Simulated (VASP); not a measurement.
MnS, 2 atoms in the cell. It takes space group Fm-3m (No. 225, cubic). The conventional cell has a = 5.224 Å, b = 5.224 Å, c = 5.224 Å, α = 90.00°, β = 90.00°, γ = 90.00°. Mn (site symmetry m-3m) is surrounded by 6 S at 2.61 Å. S (site symmetry m-3m) has 6 Mn at 2.61 Å as nearest neighbours. 

* Program: VASP 6.6.1
* Task: single point
* Functional: PBEsol
* Potentials or basis: VASP PAW PBE potentials, release 64 (Mn_pv, S)
* Cutoff: 520 eV
* k mesh: 6 × 6 × 6
* Occupations: gaussian, width 0.05 eV
* Spin: collinear spin, ferromagnetic start
* Starting moments: [4.0, 0.0] μB
* Hubbard terms: Mn d U = 4 eV
* Further INCAR settings: ALGO = Normal; EDIFF = 1e-07

Potentials or basis: VASP PAW PBE potentials, release 64 (Mn_pv, S).

Run with:

```bash
$ cat potpaw_PBE.64/Mn_pv/POTCAR potpaw_PBE.64/S/POTCAR > POTCAR
$ mpirun -np 1 vasp_std > vasp.out
```

Hardware: 1 thread of AMD EPYC 9R45 96-Core Processor (Zen 5) (shared host).

How long does it take, and how much memory?

Wall time 13 s on 1 thread of AMD EPYC 9R45 96-Core Processor (Zen 5), on a shared host, peak memory 0.14 GiB. Counts: scf iterations 17, k points 16.
